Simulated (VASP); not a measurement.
# TaN (P-62m) in VASP: a series of runs

One crystal, TaN, is run at these levels: PBEsol+U; tasks: single point.

All numbers are computed with VASP 6.6.1; they aren't measurements. Logs are shortened: lines on timing, memory, paths and dates and some standing lists are left out, and cuts for length are marked.

### Step 1. The crystal as given

The structure is hexagonal, space group P-62m (No. 189). The conventional cell has a = 5.196 Å, b = 5.196 Å, c = 2.911 Å, α = 90.00°, β = 90.00°, γ = 120.00°. Around Ta (site symmetry -6) lie 6 N at 2.16 Å. Ta (site symmetry -62m) is surrounded by 3 N at 2.04 Å. N (site symmetry m2m) has 5 Ta at 2.04 to 2.16 Å as nearest neighbours.

### Step 2. Single point, PBEsol+U, collinear spin, typed start

File INCAR:

```
  PREC = Accurate
  ENCUT = 520
  EDIFF = 1E-6
  ISMEAR = 0
  SIGMA = 0.05
  LREAL = F
  LASPH = T
  NELM = 150
  ALGO = Fast
  ISIF = 2
  LWAVE = F
  LCHARG = T
  ISPIN = 2
  MAGMOM = 2 2 2 0 0 0
  LORBIT = 11
  LMAXMIX = 4
  LDAU = T
  LDAUTYPE = 1
  LDAUL = 2 -1
  LDAUU = 6 0
  LDAUJ = 0.5 0
  LDAUPRINT = 1
  GGA = PS
  LELF = T
  LVHAR = T
  NBANDS = 37
```

File KPOINTS:

```
regular mesh
0
Gamma
  4 4 6
```

File POSCAR:

```
TaN
1.0
    5.1960001500      0.0000000000      0.0000000000
   -2.5980000800      4.4998681300      0.0000000000
    0.0000000000      0.0000000000      2.9109996000
Ta N
3 3
Direct
    0.3333333333      0.6666666667      0.5000000000
    0.6666666667      0.3333333333      0.5000000000
    0.0000000000      0.0000000000      0.0000000000
    0.3928500000      0.0000000000      0.0000000000
    0.6071500000      0.6071500000      0.0000000000
    0.0000000000      0.3928500000      0.0000000000
```

Potentials or basis: VASP PAW PBE potentials, release 64 (Ta_pv, N).

The run is started by

```
$ cat potpaw_PBE.64/Ta_pv/POTCAR potpaw_PBE.64/N/POTCAR > POTCAR
$ mpirun -np 1 vasp_std > vasp.out
```

OUTCAR:

```text
PREC = Accurate
   ENCUT = 520
   EDIFF = 1E-6
   ISMEAR = 0
   LREAL = F
   LASPH = T
   NELM = 150
   ISIF = 2
   ISPIN = 2
   LORBIT = 11
   GGA = PS

 ion  position               nearest neighbor table
   1  0.333  0.667  0.500-   6 2.16   6 2.16   5 2.16   5 2.16   4 2.16   4 2.16   2 3.00   2 3.00
                             2 3.00   3 3.33   3 3.33   3 3.33   3 3.33   3 3.33   3 3.33
   2  0.667  0.333  0.500-   6 2.16   6 2.16   4 2.16   4 2.16   5 2.16   5 2.16   1 3.00   1 3.00
                             1 3.00   3 3.33   3 3.33   3 3.33   3 3.33   3 3.33   3 3.33
   3  0.000  0.000  0.000-   5 2.04   4 2.04   6 2.04   2 3.33   2 3.33   1 3.33   1 3.33   1 3.33
                             2 3.33   2 3.33   1 3.33   2 3.33   2 3.33   1 3.33   1 3.33
   4  0.393  0.000  0.000-   3 2.04   2 2.16   2 2.16   1 2.16   1 2.16
   5  0.607  0.607  0.000-   3 2.04   1 2.16   1 2.16   2 2.16   2 2.16
   6  0.000  0.393  0.000-   3 2.04   2 2.16   2 2.16   1 2.16   1 2.16

  LATTYP: Found a hexagonal cell.
 ALAT       =     5.1960001500
 C/A-ratio  =     0.5602385520

  Lattice vectors:

 A1 = (   5.1960001500,   0.0000000000,   0.0000000000)
 A2 = (  -2.5980000800,   4.4998681300,   0.0000000000)
 A3 = (   0.0000000000,   0.0000000000,   2.9109996000)

Analysis of symmetry for initial positions (statically):
=====================================================================
 Subroutine PRICEL returns:
 Original cell was already a primitive cell.

 Routine SETGRP: Setting up the symmetry group for a
 hexagonal supercell.

 Subroutine GETGRP returns: Found 12 space group operations
 (whereof 12 operations were pure point group operations)
 out of a pool of 24 trial point group operations.

The static configuration has the point symmetry D_3h.

Analysis of symmetry for dynamics (positions and initial velocities):
=====================================================================
 Subroutine PRICEL returns:
 Original cell was already a primitive cell.

 Routine SETGRP: Setting up the symmetry group for a
 hexagonal supercell.

 Subroutine GETGRP returns: Found 12 space group operations
 (whereof 12 operations were pure point group operations)
 out of a pool of 24 trial point group operations.

The dynamic configuration has the point symmetry D_3h.

Analysis of structural, dynamic, and magnetic symmetry:
=====================================================================
 Subroutine PRICEL returns:
 Original cell was already a primitive cell.

 Routine SETGRP: Setting up the symmetry group for a
 hexagonal supercell.

 Subroutine GETGRP returns: Found 12 space group operations
 (whereof 12 operations were pure point group operations)
 out of a pool of 24 trial point group operations.

The overall configuration has the point symmetry D_3h.

 Subroutine INISYM returns: Found 12 space group operations
 (whereof 12 operations are pure point group operations),
 and found     1 'primitive' translations

----------------------------------------------------------------------------------------

                                     Primitive cell

  volume of cell :      68.0630

  direct lattice vectors                    reciprocal lattice vectors
     5.196000150  0.000000000  0.000000000     0.192455730  0.111114367  0.000000000
    -2.598000080  4.499868130  0.000000000     0.000000000  0.222228735  0.000000000
     0.000000000  0.000000000  2.910999600     0.000000000  0.000000000  0.343524609

  length of vectors
     5.196000150  5.196000154  2.910999600     0.222228735  0.222228735  0.343524609

  position of ions in fractional coordinates (direct lattice)
     0.333333333  0.666666667  0.500000000
     0.666666667  0.333333333  0.500000000
     0.000000000  0.000000000  0.000000000
     0.392850000  0.000000000  0.000000000
     0.607150000  0.607150000  0.000000000
     1.000000000  0.392850000  0.000000000

  ion indices of the primitive-cell ions
   primitive index   ion index
                 1           1
                 2           2
                 3           3
                 4           4
                 5           5
                 6           6

----------------------------------------------------------------------------------------

 KPOINTS: regular mesh

Automatic generation of k-mesh.
 Grid dimensions read from file:
 generate k-points for:    4    4    6

 Generating k-lattice:

  Cartesian coordinates                     Fractional coordinates (reciprocal lattice)
     0.048113932  0.027778592  0.000000000     0.250000000 -0.000000000  0.000000000
     0.000000000  0.055557184  0.000000000     0.000000000  0.250000000  0.000000000
[... 43 lines left out ...]
   ISPIN  =      2    spin polarized calculation?
   LNONCOLLINEAR =      F non collinear calculations
   LSORBIT =      F    spin-orbit coupling
   LASPH  =      T    aspherical Exc in radial PAW
   ENCUT  =  520.0 eV  38.22 Ry    6.18 a.u.   9.66  9.66  5.41*2*pi/ulx,y,z
   NELM   =    150;   NELMIN=  2; NELMDL= -5     # of ELM steps
   EDIFF  = 0.1E-05   stopping-criterion for ELM
   LREAL  =      F    real-space projection
   EDIFFG = 0.1E-04   stopping-criterion for IOM
   NSW    =      0    number of steps for IOM
   IBRION =     -1    ionic relax: 0-MD 1-quasi-New 2-CG
   NFREE  =      0    steps in history (QN), initial steepest desc. (CG)
   ISIF   =      2    stress and relaxation
   ISYM   =      2    0-nonsym 1-usesym 2-fastsym
   POTIM  = 0.5000    time-step for ionic-motion
   TEBEG  =    0.0;   TEEND  =   0.0 temperature during run
   PSTRESS=    0.0 pullay stress
   NELECT =      48.0000    total number of electrons
   NUPDOWN=      -1.0000    fix difference up-down
   EMIN   =  10.00;   EMAX   =-10.00  energy-range for DOS
   EFERMI =   0.00;   METHOD = LEGACY
   ISMEAR =     0;   SIGMA  =   0.05  broadening in eV -4-tet -1-fermi 0-gaus
   EFERMI_NEDOS =   21; number of points for ismear=-14 and -15
   IALGO  =     68    algorithm
   IMIX   =      4    mixing-type and parameters
     AMIX     =   0.40;   BMIX     =  1.00
     AMIX_MAG =   1.60;   BMIX_MAG =  1.00
  volume/ion in A,a.u.               =      11.34        76.55
  Fermi-wavevector in a.u.,A,eV,Ry     =   1.457197  2.753703 28.890918  2.123423
  Thomas-Fermi vector in A             =   2.574026
   LORBIT       =     11    0 simple, 1 ext, 2 COOP (PROOUT), +10 PAW based schemes
 LDA+U is selected, type is set to LDAUTYPE =  1
   angular momentum for each species LDAUL =     2   -1
   U (eV)           for each species LDAUU =   6.0  0.0
   J (eV)           for each species LDAUJ =   0.5  0.0
   GGA     = PS    functional components
   LHFCALC =     F    Hartree Fock is set to
   AEXX    =    0.0000 exact exchange contribution
   IVDW    =     0    specifies the selected vdW correction
   LEPSILON=     F    determine dielectric tensor
   LRPA    =     F    only Hartree local field effects (RPA)
 spin polarized calculation
 RMM-DIIS sequential band-by-band and
 Gauss-broadening in eV      SIGMA  =   0.05
  energy-cutoff  :      520.00
  volume of cell :       68.06
 maximum number of plane-waves:      1858
 NGX is ok and might be reduce to    40
   NGX = 19   NGY = 19   NGZ = 11

 number of electron      48.0000001 magnetization       0.0034805

atom =   1  type =  1  l = 2

 onsite density matrix

spin component  1
[... 83 lines left out ...]
  o =  0.1723  v =  0.0000 -0.5583 -0.0000 -0.8296  0.0000  0.0000  0.0000  0.0000  0.0000  0.0000      0.0000  0.0000  0.0000  0.0000  0.0000  0.0000  0.0000  0.0000  0.0000  0.0000
  o =  0.1723  v = -0.0000  0.8296  0.0000 -0.5583 -0.0000  0.0000  0.0000  0.0000  0.0000  0.0000      0.0000  0.0000  0.0000  0.0000  0.0000  0.0000  0.0000  0.0000  0.0000  0.0000
  o =  0.1724  v =  0.0000  0.0000  0.0000  0.0000  0.0000  0.0000 -0.5583 -0.0000 -0.8296 -0.0000      0.0000  0.0000  0.0000  0.0000  0.0000  0.0000  0.0000  0.0000  0.0000  0.0000
  o =  0.1724  v =  0.0000  0.0000  0.0000  0.0000  0.0000 -0.0000  0.8296  0.0000 -0.5583  0.0000      0.0000  0.0000  0.0000  0.0000  0.0000  0.0000  0.0000  0.0000  0.0000  0.0000
  o =  0.2258  v = -0.9992 -0.0000  0.0000 -0.0000 -0.0411  0.0000  0.0000  0.0000  0.0000  0.0000      0.0000  0.0000  0.0000  0.0000  0.0000  0.0000  0.0000  0.0000  0.0000  0.0000
  o =  0.2258  v =  0.0411 -0.0000  0.0000 -0.0000 -0.9992  0.0000  0.0000  0.0000  0.0000  0.0000      0.0000  0.0000  0.0000  0.0000  0.0000  0.0000  0.0000  0.0000  0.0000  0.0000
  o =  0.2258  v =  0.0000  0.0000  0.0000  0.0000  0.0000 -0.9994  0.0000  0.0000 -0.0000 -0.0360      0.0000  0.0000  0.0000  0.0000  0.0000  0.0000  0.0000  0.0000  0.0000  0.0000
  o =  0.2258  v =  0.0000  0.0000  0.0000  0.0000  0.0000  0.0360  0.0000  0.0000  0.0000 -0.9994      0.0000  0.0000  0.0000  0.0000  0.0000  0.0000  0.0000  0.0000  0.0000  0.0000
  o =  0.3265  v = -0.0000 -0.0000 -1.0000 -0.0000 -0.0000  0.0000  0.0000  0.0000  0.0000  0.0000      0.0000  0.0000  0.0000  0.0000  0.0000  0.0000  0.0000  0.0000  0.0000  0.0000
  o =  0.3265  v =  0.0000  0.0000  0.0000  0.0000  0.0000 -0.0000  0.0000 -1.0000 -0.0000 -0.0000      0.0000  0.0000  0.0000  0.0000  0.0000  0.0000  0.0000  0.0000  0.0000  0.0000

 number of electron      48.0000001 magnetization      -0.0000226

 Free energy of the ion-electron system (eV)
  ---------------------------------------------------
  ext. energy  EPLUGINS =         0.00000000
  ---------------------------------------------------
  free energy    TOTEN  =       -56.69991993 eV

  energy without entropy =      -56.69670224  energy(sigma->0) =      -56.69831108

 E-fermi :   8.9717     XC(G=0): -13.1836

 val. band max:        8.7671576839   @ k =   0.0000   0.0000   0.3333
 cond. band min:       8.9869373258   @ k =   0.2500  -0.0000   0.1667
 fundamental gap:      0.2197796418
 Fermi energy:         8.9717086831

 spin component 1

 k-point     1 :       0.0000    0.0000    0.0000
  band No.  band energies     occupation
      1     -28.5160      1.00000
      2     -28.5160      1.00000
      3     -28.1758      1.00000
      4     -28.1758      1.00000
      5     -27.9801      1.00000
      6     -27.8776      1.00000
[... 613 lines left out ...]
     35      14.9956      0.00000
     36      15.2942      0.00000
 Fermi energy:         8.9717086831

 spin component 2

 k-point     1 :       0.0000    0.0000    0.0000
  band No.  band energies     occupation
      1     -28.5159      1.00000
      2     -28.5159      1.00000
      3     -28.1757      1.00000
      4     -28.1757      1.00000
      5     -27.9799      1.00000
      6     -27.8775      1.00000
[... 613 lines left out ...]
     35      14.9956      0.00000
     36      15.2946      0.00000
 [bands above 36 left out]

------------------------ aborting loop because EDIFF is reached ----------------------------------------

  FORCE on cell =-STRESS in cart. coord.  units (eV):
  Direction    XX          YY          ZZ          XY          YZ          ZX
  --------------------------------------------------------------------------------------
  -------------------------------------------------------------------------------------
  Total        5.6709942      5.6709942      6.9059033     -0.0000000      0.0000000      0.0000000
  in kB      133.4930632    133.4930633    162.5623579     -0.0000001      0.0000000      0.0000000
  external PRESSURE =     143.1828281 kB  Pullay stress =       0.0000000 kB

 VOLUME and BASIS-vectors are now :
 -----------------------------------------------------------------------------
  energy-cutoff  :      520.00
  volume of cell :       68.06
      direct lattice vectors                 reciprocal lattice vectors
     5.196000150  0.000000000  0.000000000     0.192455730  0.111114367  0.000000000
    -2.598000080  4.499868130  0.000000000     0.000000000  0.222228735  0.000000000
     0.000000000  0.000000000  2.910999600     0.000000000  0.000000000  0.343524609

 POSITION                                       TOTAL-FORCE (eV/Angst)
 -----------------------------------------------------------------------------------
     -0.00000      2.99991      1.45550        -0.000000     -0.000000     -0.000000
      2.59800      1.49996      1.45550        -0.000000     -0.000000     -0.000000
      0.00000      0.00000      0.00000        -0.000000     -0.000000     -0.000000
      2.04125      0.00000      0.00000         0.355262     -0.000000      0.000000
      1.57738      2.73209      0.00000        -0.177631     -0.307666      0.000000
     -1.02062      1.76777      0.00000        -0.177631      0.307666     -0.000000
 -----------------------------------------------------------------------------------
    total drift:                               -0.000002     -0.000003      0.000000

  FREE ENERGIE OF THE ION-ELECTRON SYSTEM (eV)
  ---------------------------------------------------
  free  energy   TOTEN  =       -56.6999199284 eV

  energy  without entropy=      -56.6967022367  energy(sigma->0) =      -56.69831108

 total charge

# of ion       s       p       d       tot
------------------------------------------
    1        0.313   6.290   2.181   8.784
    2        0.313   6.290   2.181   8.784
    3        0.361   6.256   2.199   8.815
    4        1.233   2.591   0.000   3.824
    5        1.233   2.591   0.000   3.824
    6        1.233   2.591   0.000   3.824
--------------------------------------------------
tot          4.685  26.609   6.560  37.854

 magnetization (x)

# of ion       s       p       d       tot
------------------------------------------
    1       -0.000   0.000  -0.000  -0.000
    2       -0.000   0.000  -0.000  -0.000
    3       -0.000   0.000  -0.000  -0.000
    4        0.000   0.000   0.000   0.000
    5        0.000   0.000   0.000   0.000
    6        0.000   0.000   0.000   0.000
--------------------------------------------------
tot         -0.000   0.000  -0.000  -0.000
```

Run time: 43 s. Hardware: 1 thread of Intel Xeon 6975P-C (Granite Rapids), shared host; peak memory 0.24 GiB.

Results:

```
Free energy                                           : -56.6999 eV
Pressure                                              : 14.3 GPa
Largest force                                         : 0.355 eV/Å
Band gap on the k mesh                                : none (metal or under the smearing width)
Net moment                                            : 0.00 μB per cell
Valence electrons inside the program's atomic spheres : Ta 8.78, 8.81; N 3.82
```

Forces in eV/Å, atoms in the order of the input:
```
Ta   0.000  0.000  0.000
Ta   0.000  0.000  0.000
Ta   0.000  0.000  0.000
N    0.355  0.000  0.000
N   -0.178 -0.308  0.000
N   -0.178  0.308  0.000
```

Eigenvalues of the final occupation matrices:
```csv
site,spin,trace,eigenvalues
site 1 d,1,1.11,0.20 0.20 0.22 0.22 0.28
site 1 d,2,1.11,0.20 0.20 0.22 0.22 0.28
site 2 d,1,1.11,0.20 0.20 0.22 0.22 0.28
site 2 d,2,1.11,0.20 0.20 0.22 0.22 0.28
site 3 d,1,1.12,0.17 0.17 0.23 0.23 0.33
site 3 d,2,1.12,0.17 0.17 0.23 0.23 0.33
```

Caveat: the PAW data sets were made with another functional, which shifts forces and pressure a little. Spin-orbit coupling is left out, which matters for the levels of Ta.

### Step 3. Single point, PBEsol+U, collinear spin, typed start

File INCAR:

```
SYSTEM = TaN
PREC = Accurate
ENCUT = 520
EDIFF = 1E-6
ISMEAR = 0
SIGMA = 0.05
LREAL = .FALSE.
LASPH = .TRUE.
NELM = 150
ALGO = Fast
ISIF = 2
LWAVE = .FALSE.
LCHARG = .TRUE.
ISPIN = 2
MAGMOM = 0.5 0.5 0.5 0 0 0
LORBIT = 11
NUPDOWN = 1.5
LMAXMIX = 4
LDAU = .TRUE.
LDAUTYPE = 1
LDAUL = 2 -1
LDAUU = 6 0
LDAUJ = 0.5 0
LDAUPRINT = 1
GGA = PS
LELF = .TRUE.
LVHAR = .TRUE.
NBANDS = 37
```

File KPOINTS:

```
Automatic mesh
0
G
  4 4 6
  0 0 0
```

POSCAR is that of step 2.

Potentials or basis: VASP PAW PBE potentials, release 64 (Ta_pv, N).

The run is started by

```
$ cat potpaw_PBE.64/Ta_pv/POTCAR potpaw_PBE.64/N/POTCAR > POTCAR
$ mpirun -np 1 vasp_std > vasp.out
```

Run time: 43 s. Hardware: 1 thread of Intel Xeon 6975P-C (Granite Rapids), shared host; peak memory 0.24 GiB.

It converged, with:

```yaml
Free_energy: -55.5754 eV
Pressure: 18.1 GPa
Largest_force: 0.311 eV/Å
Net_moment: 1.50 μB per cell
Site_moments: Ta +0.31, +0.39; N +0.02 μB
Valence_electrons_inside_the_program's_atomic_spheres: Ta 8.80, 8.84; N 3.82
```

Forces on the atoms (eV/Å):
```
Ta   0.000  0.000  0.000
Ta   0.000  0.000  0.000
Ta   0.000  0.000  0.000
N    0.311  0.000  0.000
N   -0.156 -0.270  0.000
N   -0.156  0.270  0.000
```

Stress tensor (GPa, compression positive):
```
16.88  0.00  0.00
 0.00 16.88  0.00
 0.00  0.00 20.51
```

Eigenvalues of the final occupation matrices:
```tsv
site	spin	trace	eigenvalues
site 1 d	1	1.28	0.21 0.21 0.26 0.26 0.33
site 1 d	2	0.97	0.18 0.18 0.19 0.19 0.22
site 2 d	1	1.28	0.21 0.21 0.26 0.26 0.33
site 2 d	2	0.97	0.18 0.18 0.19 0.19 0.22
site 3 d	1	1.31	0.24 0.24 0.24 0.24 0.34
site 3 d	2	0.96	0.13 0.13 0.20 0.20 0.31
```

Caveat: the PAW data sets were made with another functional, which shifts forces and pressure a little; the total moment is fixed, so each spin has its own Fermi level.
